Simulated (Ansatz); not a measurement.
Start from `O=Cc1ccccc1` and change one atom or group to get `NNc1ccccc1`.

Ansatz, PBE0-D4/def2-TZVP geometries, multiplicity 1. Each molecule was computed in one conformer, which needn't be the lowest.

```csv
property,`O=Cc1ccccc1`
LUMO energy (PBE/def2-TZVPP) / eV,-2.80
LUMO energy (ωB97M-V/def2-TZVPP) / eV,0.19
size of the dipole moment (PBE/def2-TZVPP) / D,3.29
HOMO energy (PBE/def2-TZVPP) / eV,-5.88
HOMO–LUMO gap (PBE0/def2-TZVPP) / eV,5.64
size of the dipole moment (B3LYP/def2-TZVPP) / D,3.41
```

**Question.** Give the same properties after the change, and the shifts. (Estimate.)

**Answer.** Computed: 
```
                                        property  `NNc1ccccc1`  shift
               LUMO energy (PBE/def2-TZVPP) / eV         -1.04   1.76
           LUMO energy (ωB97M-V/def2-TZVPP) / eV          1.82   1.63
  size of the dipole moment (PBE/def2-TZVPP) / D          0.65  -2.64
               HOMO energy (PBE/def2-TZVPP) / eV         -4.91   0.97
            HOMO–LUMO gap (PBE0/def2-TZVPP) / eV          5.77   0.13
size of the dipole moment (B3LYP/def2-TZVPP) / D          0.58  -2.83
```

With PBE0 the HOMO rises by 1.59 eV and the LUMO rises by 1.72 eV, so the gap widens by about 0.13 eV. PBE moves the HOMO by 0.97 eV and ωB97M-V by 1.81 eV. Dipoles are sizes alone; their direction can turn.

B3LYP here is the variant with VWN-RPA as its local correlation; programs differ in this.

Positive LUMOs are unbound, so they and the gaps depend on the basis.
